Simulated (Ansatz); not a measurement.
InPd:

```
In Pd
1.0
     3.27188    0.00000    0.00000
     0.00000    3.27188    0.00000
     0.00000    0.00000    3.27188
In Pd
1 1
Direct
  0.00000 0.00000 0.00000
  0.50000 0.50000 0.50000
```

The cell comes from a database or a generator and needn't be the stable form of this composition.

```yaml
Program: Ansatz 0.2.0
Task: relaxation of cell and atoms
Functional: PBEsol
Dispersion: D3(BJ)
Potentials_or_basis: Ansatz PAW
Cutoff: "420 eV (not typed: the program's choice for these potentials)"
k_mesh: 8 × 8 × 8
Occupations: fermi-dirac, width 0.05 eV
Spin: no spin polarisation
```

At the start: volume 17.51 Å³/atom.

Question: Where does the relaxation end?

Answer: It ends after 4 steps and the volume is 16.50 Å³/atom (-5.8 %); space group Pm-3m (No. 221, to 0.05 Å).

Step by step:
```csv
step,energy change (eV),largest force (eV/Å),volume (Å³)
1,0.0000,0.0000,35.03
2,-0.0522,0.0000,33.37
3,-0.0543,0.0000,33.01
4,-0.0534,0.0000,33.01
```

Final structure:
```
CELL_PARAMETERS angstrom
3.20775 0.00000 0.00000
0.00000 3.20775 0.00000
0.00000 0.00000 3.20775
ATOMIC_POSITIONS crystal
In 0.00000 0.00000 0.00000
Pd 0.50000 0.50000 0.50000
```

Caveat: the plane-wave basis is chosen anew once the cell has moved, so the energies of steps on either side of that aren't comparable; pairwise dispersion overbinds metals, which lowers pressure and volume; the PAW data sets come from PBE, with cores solved anew for the run's functional, which leaves a small shift of forces and pressure.
